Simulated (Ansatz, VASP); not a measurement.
**Two plane-wave programs on Ir**

POSCAR

```
Ir
1.0
    0.0000000000      1.9228496764      1.9228496764
    1.9228496764      0.0000000000      1.9228496764
    1.9228496764      1.9228496764      0.0000000000
Ir
1
Direct
    0.0000000000      0.0000000000      0.0000000000
```

The input INCAR.step1:

```
SYSTEM = Ir
PREC = Accurate ; ENCUT = 520
ISMEAR = -1 ; SIGMA = 0.3
LREAL = .False. ; LASPH = .True.
NELM = 100 ; NBANDS = 10
GGA = PE ; ALGO = Normal
EDIFF = 1E-4 ; LWAVE = .True.
LCHARG = .False.
```

Contents of INCAR.step2:

```
SYSTEM = Ir
PREC = Accurate ; ENCUT = 520
EDIFF = 1E-6 ; ISMEAR = -1
SIGMA = 0.3 ; LREAL = .False.
LASPH = .True. ; NELM = 100
ALGO = Normal ; ISIF = 2
LWAVE = .False. ; LCHARG = .False.
METAGGA = R2SCAN ; LMIXTAU = .True.
NBANDS = 10 ; ISTART = 1
```

The input KPOINTS:

```
Automatic mesh
0
Gamma
  14 14 14
  0 0 0
```

Input for Ansatz:

```yaml
crystal:
  lattice:
    - [0.0, 1.9228496764, 1.9228496764]
    - [1.9228496764, 0.0, 1.9228496764]
    - [1.9228496764, 1.9228496764, 0.0]
  atoms:
    - { symbol: Ir, position: [0.0, 0.0, 0.0] }
hamiltonian:
  xc: r2scan
  pseudopotentials:
    kind: paw
    azcp:
      Ir: "pseudopotentials/Ir.paw.azcp"
basis:
  ecutwfc: 500
  fft_grid_basis: typed
kpoints:
  mp_grid: { grid: [14, 14, 14], shift: [0, 0, 0] }
magnetization:
  spin_polarized: false
scf:
  occupations: { method: fermi_dirac, width: 0.3 }
  lower_state_search: "off"
output:
  stress: true
```

Alike in both runs: task single point; functional r2SCAN; k mesh 14 × 14 × 14; occupations fermi-dirac, width 0.3 eV; no spin polarisation.

|  | VASP | Ansatz |
| --- | --- | --- |
| version | VASP 6.6.1 | Ansatz 0.2.0 |
| potentials or method | VASP PAW PBE potentials, release 64 (Ir) | plane waves (500 eV) with PAW, scalar-relativistic |
| plane-wave cutoff (eV) | 520 | 500 |
| valence electrons in the cell | 9 | 17 |

Ansatz gave:

- pressure (GPa): 2.3

Q: Estimate VASP's values.

A: Pressure (GPa): 4.9.

The functional is the same, so the differences come from potentials, cutoffs and numerics. The two sets of potentials don't hold the same shells in valence.

Caveats: the PAW data sets were made with another functional, which shifts forces and pressure a little (VASP). Spin-orbit coupling is left out, which matters for the levels of Ir.
